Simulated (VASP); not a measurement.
# Settings for SnO₂: equation of state

SnO₂, P4_2/mnm (no. 136), 6 atoms in the cell. PBE; PAW potentials Sn_d, O (PBE set). VASP 6.6.1.

Wanted: equilibrium volume within 0.2 %; bulk modulus within 1 %.

What the run is for: equation of state; Accuracy asked: standard.

The series start from Plane-wave cutoff (eV): 520; k-point mesh: 5 × 5 × 7; Volumes: 5 from 0.92 to 1.08; Precision mode (PREC): Accurate; Electronic threshold (eV): 1e-6; Aspherical gradient terms in the spheres (LASPH): yes; Start of each volume: each volume from scratch. Each series keeps the choices made before it, and each single choice may use up half of a tolerance. Times cover all steps of a run.

## Plane-wave cutoff (eV)

| Plane-wave cutoff (eV) | Equilibrium volume (Å³/atom) | Bulk modulus (GPa) | Time (s) |
|---|---|---|---|
| 320 | 12.65 | 159.8 | 19 |
| 400 | 12.62 | 175.4 | 24 |
| 460 | 12.63 | 181 | 28 |
| 520 | 12.63 | 180.8 | 30 |
| 600 | 12.63 | 180.6 | 41 |
| 700 | 12.63 | 180.5 | 48 |
| 840 (reference) | 12.63 | 180.7 | 64 |

Chosen: 460, the loosest value from which every tighter one stays within half of the tolerance.

## k-point mesh

| k-point mesh | Equilibrium volume (Å³/atom) | Bulk modulus (GPa) | Time (s) |
|---|---|---|---|
| 2 × 2 × 2 | 12.63 | 183.1 | 12 |
| 2 × 2 × 3 | 12.6 | 186.7 | 12 |
| 3 × 3 × 4 | 12.63 | 182.5 | 18 |
| 3 × 3 × 5 | 12.63 | 179.5 | 19 |
| 4 × 4 × 6 | 12.63 | 180.7 | 27 |
| 5 × 5 × 7 | 12.63 | 181 | 28 |
| 6 × 6 × 9 | 12.63 | 180.8 | 47 |
| 7 × 7 × 11 (reference) | 12.64 | 180.4 | 54 |

Chosen: 3 × 3 × 5.

## Volumes

| Volumes | Equilibrium volume (Å³/atom) | Bulk modulus (GPa) | Time (s) |
|---|---|---|---|
| 5 from 0.88 to 1.12 | 12.63 | 180.4 | 19 |
| 5 from 0.92 to 1.08 | 12.63 | 179.5 | 19 |
| 7 from 0.91 to 1.09 (reference) | 12.63 | 181.7 | 26 |

Chosen: 7 from 0.91 to 1.09; the one before it in the list is off by more than half of the tolerance.

## Precision mode (PREC)

| Precision mode (PREC) | Equilibrium volume (Å³/atom) | Bulk modulus (GPa) | Time (s) |
|---|---|---|---|
| SingleN | 12.64 | 164.2 | 17 |
| Normal | 12.63 | 178.5 | 20 |
| Accurate (reference) | 12.63 | 181.7 | 26 |

Chosen: Accurate; the one before it in the list is off by more than half of the tolerance.

## Electronic threshold (eV)

| Electronic threshold (eV) | Equilibrium volume (Å³/atom) | Bulk modulus (GPa) | Time (s) |
|---|---|---|---|
| 0.001 | 12.63 | 181.7 | 21 |
| 0.0001 | 12.63 | 181.7 | 25 |
| 1e-5 | 12.63 | 181.7 | 26 |
| 1e-6 | 12.63 | 181.7 | 26 |
| 1e-7 (reference) | 12.63 | 181.7 | 29 |

Chosen: 0.001.

## Aspherical gradient terms in the spheres (LASPH)

| Aspherical gradient terms in the spheres (LASPH) | Equilibrium volume (Å³/atom) | Bulk modulus (GPa) | Time (s) |
|---|---|---|---|
| no | 12.62 | 181.8 | 17 |
| yes (reference) | 12.63 | 181.7 | 21 |

Chosen: no.

## Start of each volume

| Start of each volume | Equilibrium volume (Å³/atom) | Bulk modulus (GPa) | Time (s) |
|---|---|---|---|
| each volume from scratch | 12.62 | 181.8 | 17 |
| orbitals of the volume before (WAVECAR) | 12.62 | 181.7 | 14 |

Chosen: orbitals of the volume before (WAVECAR); it saves 2.8 s of 17, so each volume from scratch would do nearly as well.

## All choices together

| Input | Equilibrium volume (Å³/atom) | Bulk modulus (GPa) | Time (s) |
|---|---|---|---|
| the program's defaults (naive) | 12.6 | 204.6 | 7.1 |
| chosen settings | 12.62 | 181.7 | 14 |
| reference settings throughout | 12.63 | 180.6 | 208 |

The tolerance is met.

## The input

INCAR:
```
ALGO     = Normal         # electronic algorithm
EDIFF    = 0.001          # SCF threshold, eV
EFERMI   = MIDGAP       
ENCUT    = 460            # plane-wave cutoff, eV
GGA      = PE             # functional
GGA_COMPAT= F            
ISIF     = 2              # what is computed and relaxed
ISMEAR   = 0              # smearing method
KPAR     = 4            
LASPH    = F              # aspherical terms in the spheres
LCHARG   = F              # write CHGCAR
LREAL    = F              # projectors in reciprocal space
LWAVE    = T              # write WAVECAR
NELM     = 120            # most SCF steps
NSW      = 0              # ionic steps
PREC     = Accurate       # precision mode
SIGMA    = 0.03           # smearing width, eV
```

KPOINTS:
```
Automatic mesh
0
Gamma
  3 3 5
  0 0 0
```

POSCAR.step1:
```
SnO2
1.0
    4.5913688893      0.0000000000      0.0000000000
    0.0000000000      4.5913688893      0.0000000000
    0.0000000000      0.0000000000      3.0878845432
Sn O
2 4
Direct
    0.5000000000      0.5000000000      0.5000000000
    0.0000000000      0.0000000000      0.0000000000
    0.8071000000      0.1929000000      0.5000000000
    0.6929000000      0.6929000000      0.0000000000
    0.1929000000      0.8071000000      0.5000000000
    0.3071000000      0.3071000000      0.0000000000
```

POSCAR.step2:
```
SnO2
1.0
    4.6412789831      0.0000000000      0.0000000000
    0.0000000000      4.6412789831      0.0000000000
    0.0000000000      0.0000000000      3.1214511354
Sn O
2 4
Direct
    0.5000000000      0.5000000000      0.5000000000
    0.0000000000      0.0000000000      0.0000000000
    0.8071000000      0.1929000000      0.5000000000
    0.6929000000      0.6929000000      0.0000000000
    0.1929000000      0.8071000000      0.5000000000
    0.3071000000      0.3071000000      0.0000000000
```

POSCAR.step3:
```
SnO2
1.0
    4.6901381418      0.0000000000      0.0000000000
    0.0000000000      4.6901381418      0.0000000000
    0.0000000000      0.0000000000      3.1543109306
Sn O
2 4
Direct
    0.5000000000      0.5000000000      0.5000000000
    0.0000000000      0.0000000000      0.0000000000
    0.8071000000      0.1929000000      0.5000000000
    0.6929000000      0.6929000000      0.0000000000
    0.1929000000      0.8071000000      0.5000000000
    0.3071000000      0.3071000000      0.0000000000
```

POSCAR.step4:
```
SnO2
1.0
    4.7380000000      0.0000000000      0.0000000000
    0.0000000000      4.7380000000      0.0000000000
    0.0000000000      0.0000000000      3.1865000000
Sn O
2 4
Direct
    0.5000000000      0.5000000000      0.5000000000
    0.0000000000      0.0000000000      0.0000000000
    0.8071000000      0.1929000000      0.5000000000
    0.6929000000      0.6929000000      0.0000000000
    0.1929000000      0.8071000000      0.5000000000
    0.3071000000      0.3071000000      0.0000000000
```

POSCAR.step5:
```
SnO2
1.0
    4.7849139421      0.0000000000      0.0000000000
    0.0000000000      4.7849139421      0.0000000000
    0.0000000000      0.0000000000      3.2180515569
Sn O
2 4
Direct
    0.5000000000      0.5000000000      0.5000000000
    0.0000000000      0.0000000000      0.0000000000
    0.8071000000      0.1929000000      0.5000000000
    0.6929000000      0.6929000000      0.0000000000
    0.1929000000      0.8071000000      0.5000000000
    0.3071000000      0.3071000000      0.0000000000
```

POSCAR.step6:
```
SnO2
1.0
    4.8309255526      0.0000000000      0.0000000000
    0.0000000000      4.8309255526      0.0000000000
    0.0000000000      0.0000000000      3.2489962586
Sn O
2 4
Direct
    0.5000000000      0.5000000000      0.5000000000
    0.0000000000      0.0000000000      0.0000000000
    0.8071000000      0.1929000000      0.5000000000
    0.6929000000      0.6929000000      0.0000000000
    0.1929000000      0.8071000000      0.5000000000
    0.3071000000      0.3071000000      0.0000000000
```

POSCAR.step7:
```
SnO2
1.0
    4.8760770066      0.0000000000      0.0000000000
    0.0000000000      4.8760770066      0.0000000000
    0.0000000000      0.0000000000      3.2793624697
Sn O
2 4
Direct
    0.5000000000      0.5000000000      0.5000000000
    0.0000000000      0.0000000000      0.0000000000
    0.8071000000      0.1929000000      0.5000000000
    0.6929000000      0.6929000000      0.0000000000
    0.1929000000      0.8071000000      0.5000000000
    0.3071000000      0.3071000000      0.0000000000
```

Commands (each step's output is kept before the next begins):
```
cat potpaw_PBE.64/Sn_d/POTCAR potpaw_PBE.64/O/POTCAR > POTCAR
cp POSCAR.step1 POSCAR
mpirun -np 4 vasp_std > vasp.out
cp POSCAR.step2 POSCAR
mpirun -np 4 vasp_std > vasp.out
cp POSCAR.step3 POSCAR
mpirun -np 4 vasp_std > vasp.out
cp POSCAR.step4 POSCAR
mpirun -np 4 vasp_std > vasp.out
cp POSCAR.step5 POSCAR
mpirun -np 4 vasp_std > vasp.out
cp POSCAR.step6 POSCAR
mpirun -np 4 vasp_std > vasp.out
cp POSCAR.step7 POSCAR
mpirun -np 4 vasp_std > vasp.out
```

Limits: Every volume keeps the cell's shape and the atoms' fractional positions, so the modulus is that of a clamped cell, stiffer than the relaxed one, above all in layered crystals.

The chosen input took VASP 6.6.1 14 s on 4 cores (Intel Xeon 6975P-C (Granite Rapids)), a shared host.

## An input that fails: cutoff far too low

It runs to its end, but against the unchanged starting input it is off by 4.5 % in the equilibrium volume, 35 % in the bulk modulus.

Changes against the starting input:
```
(all steps)
- PREC = Accurate
- NELM = 120
- ENCUT = 520
+ PREC = Low
+ NELM = 91
+ ENCUT = 240
```
